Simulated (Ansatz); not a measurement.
**MoSe2 (P6_3/mmc): equation of state**

An exercise on one series of results from a longer session: the logs are not shown, and one member is left open.

The COD entry's cell or inner coordinates are ideal or old and differ from later refinements, so a difference from it is no clean test against experiment.

Program: Ansatz 0.2.0. Level of theory: DFT PBE, scalar-relativistic, plane waves, PAW. These are calculated values, not measurements.

These runs use a low cutoff (300 eV) and a coarse mesh on purpose, to show what cheap settings give: their numbers aren't properties of the material.

The runs add the D3(BJ) dispersion term to the functional named.

### Starting point

Symmetry: P6_3/mmc, No. 194, hexagonal system. The conventional cell has a = 3.278 Å, b = 3.278 Å, c = 12.727 Å, α = 90.00°, β = 90.00°, γ = 120.00°. Mo (site symmetry -6m2) is surrounded by 6 Se at 2.53 Å. Se (site symmetry 3m) is surrounded by 3 Mo at 2.53 Å.

Coordinates:

```
CELL_PARAMETERS angstrom
3.27810 0.00000 0.00000
-1.63905 2.83891 0.00000
0.00000 0.00000 12.72747
ATOMIC_POSITIONS crystal
Mo 0.33333 0.66667 0.25000
Mo 0.66667 0.33333 0.75000
Se 0.33333 0.66667 0.61846
Se 0.66667 0.33333 0.11846
Se 0.33333 0.66667 0.88154
Se 0.66667 0.33333 0.38154
```

This cell comes from an earlier session at PBE: 19.741 Å³/atom at -0.01 GPa, on a 6×6×2 mesh.

Volume factors to run: 0.980, 1.020, 0.960, 1.040.

The first run:

input.yaml

```yaml
crystal:
  lattice:
    - [3.2560938197, 0.0, 0.0]
    - [-1.6280469098, 2.819859965, 0.0]
    - [0.0, 0.0, 12.6420513303]
  atoms:
    - { symbol: Mo, position: [0.3333333333, 0.6666666667, 0.25] }
    - { symbol: Mo, position: [0.6666666667, 0.3333333333, 0.75] }
    - { symbol: Se, position: [0.3333333333, 0.6666666667, 0.6184592196] }
    - { symbol: Se, position: [0.6666666667, 0.3333333333, 0.1184592196] }
    - { symbol: Se, position: [0.3333333333, 0.6666666667, 0.8815407804] }
    - { symbol: Se, position: [0.6666666667, 0.3333333333, 0.3815407804] }
basis:
  ecutwfc: 300
  ecutrho_ratio: 4
kpoints:
  mp_grid: { grid: [6, 6, 2] }
hamiltonian:
  xc: pbe
  dispersion: d3bj
scf:
  occupations: { method: gaussian, width: 0.05 }
output:
  forces: true
  stress: true
  eigenvalues: true
relax:
  f_tol: 0.01
  max_steps: 40
  cell: { stress_tol: 0.1, fix: [volume] }
```

On the command line:

```console
ansatz run input.yaml --threads 2 --pin off --max-ram 5120MiB --backend cpu --events-out ev --progress --plain --runs-dir out
```

Among the steps run: Scaling the volume by 0.980; Scaling the volume by 1.020; Scaling the volume by 0.960; Scaling the volume by 1.040.

One of the session's tables, all rows but one given; the rest of the session is left out.

| volume (Å³/atom) | energy (meV/atom) | pressure (GPa) | gap (eV) |
| --- | --- | --- | --- |
| 18.951 | 5.72 | 2.37 | 0.63 |
| 19.346 | 1.84 | 1.04 | 0.70 |
| 19.741 | 0.00 | -0.01 | 0.77 |
| 20.136 | ? | ? | ? |
| 20.530 | 4.86 | -1.51 | 0.90 |

**Question.** Estimate the row for volume (Å³/atom) = 20.136.

Worked estimate for «energy (meV/atom)». A straight line through the neighbours (19.741, 0.00) and (20.530, 4.86) gives 0.00 + (4.86 − 0.00) × (20.136 − 19.741) / (20.530 − 19.741) = 2.43; a parabola fitted to 3 rows on both sides gives 1.01.

As computed: energy (meV/atom): 1.39; pressure (GPa): -0.87; gap (eV): 0.84. In «energy (meV/atom)» the line misses by +1.04 and the parabola by -0.38.

volume (Å³/atom), energy (meV/atom) and a bar:
```
    18.95        5.7 ##############################
    19.35        1.8 ##########
    19.74        0.0 
    20.14        1.4 #######
    20.53        4.9 #########################
```

To keep in mind: Warnings in the runs' records: cutoff below recommended.
